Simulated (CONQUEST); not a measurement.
Runs of CONQUEST 1.3 on SrO. It takes space group Fm-3m (No. 225, cubic). Conventional cell: a = 5.133 Å, b = 5.133 Å, c = 5.133 Å, α = 90.00°, β = 90.00°, γ = 90.00°. Around Sr (site symmetry m-3m) lie 6 O at 2.57 Å. O (site symmetry m-3m) has 6 Sr at 2.57 Å as nearest neighbours. 

```tsv
task	level	potentials or basis	cell	k mesh	smearing	gap on the mesh (eV)	pressure (GPa)
density of states	LDA-VWN	PseudoDojo NC LDA, DZP, grid cutoff 100 Ha	atoms moved at random, drawn with an rms of 0.02 Å	5 × 5 × 4	methfessel-paxton of order 2 0.05 eV	3.06	-
single point	AM05	PseudoDojo NC PBEsol, DZP, multi-site functions of range 6.5 bohr, grid cutoff 150 Ha	as given	6 × 6 × 5	fermi-dirac 0.1 eV	5.54	2.1
single point	PBEint	PseudoDojo NC PBEsol, DZP, grid cutoff 150 Ha	as given	5 × 5 × 4	fermi-dirac 0.027 eV	3.15	(c)
single point	PBE	PseudoDojo NC PBE, DZP, grid cutoff 150 Ha	as given	7 × 7 × 5	fermi-dirac 0.05 eV	3.21	(a)
single point	PBE+D2	PseudoDojo NC PBEsol, DZP, grid cutoff 100 Ha	as given	5 × 5 × 4	fermi-dirac 0.027 eV	3.22	(b)
```

Alike in all rows: no spin polarisation.

Task: Fill in the values left out.

Result: (a) 4.4; (b) -0.4; (c) 1.8.

Caveats: an odd mesh through Γ misses points on the zone boundary, where band edges often lie; the basis of atomic orbitals isn't converged, which shifts pressures, moduli and gaps; the real-space grid breaks the cell's symmetry a little (some runs); the potentials were made for another functional, which shifts forces and pressure (some runs); multi-site functions contract the basis, which raises the energy a little and makes forces and stress less exact (some runs); the box holds several primitive cells, so bands are folded and the points are those of the box's own zone (some runs).

A k mesh can miss the band edges, and the runs leave out spin-orbit coupling on Sr.
